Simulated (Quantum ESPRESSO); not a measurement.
The system is BaTiO3.

```xyz
5
Lattice="3.9998 0.0000 0.0000 0.0000 3.9998 0.0000 0.0000 0.0000 4.0180" Properties=species:S:1:pos:R:3 pbc="T T T"
Ba    0.0000    0.0000    0.0000
Ti    1.9999    1.9999    1.9688
O     0.0000    1.9999    2.0773
O     1.9999    0.0000    2.0773
O     1.9999    1.9999    0.0763
```

Base run:

* Program: Quantum ESPRESSO 7.5
* Functional: PBE
* Potentials or basis: GBRV 1.5 PBE
* Cutoff: 612 eV
* Density cutoff: 4898 eV
* k mesh: 6 × 6 × 6, shifted
* Occupations: fermi-dirac, width 0.05 eV
* Spin: no spin polarisation

Its results: pressure 3.4 GPa; largest force 0.297 eV/Å; electronic dielectric tensor (diagonal) 6.56, 6.56, 6.09.

Q: After a change of settings the same cell gave: pressure -2.3 GPa; largest force 0.307 eV/Å; electronic dielectric tensor (diagonal) 6.64, 6.64, 6.17. Which change was it?
A. functional from PBE to LDA; potentials or basis from GBRV 1.5 PBE to GBRV 1.5 LDA
B. functional from PBE to WC
C. functional from PBE to BLYP

A: B.

WC binds more tightly than PBE, so the same cell stands under less pressure.

Caveats: the cell is more than 3 GPa from zero pressure, which shifts response properties (some runs); the potentials were made for another functional, which shifts forces and pressure (some runs).
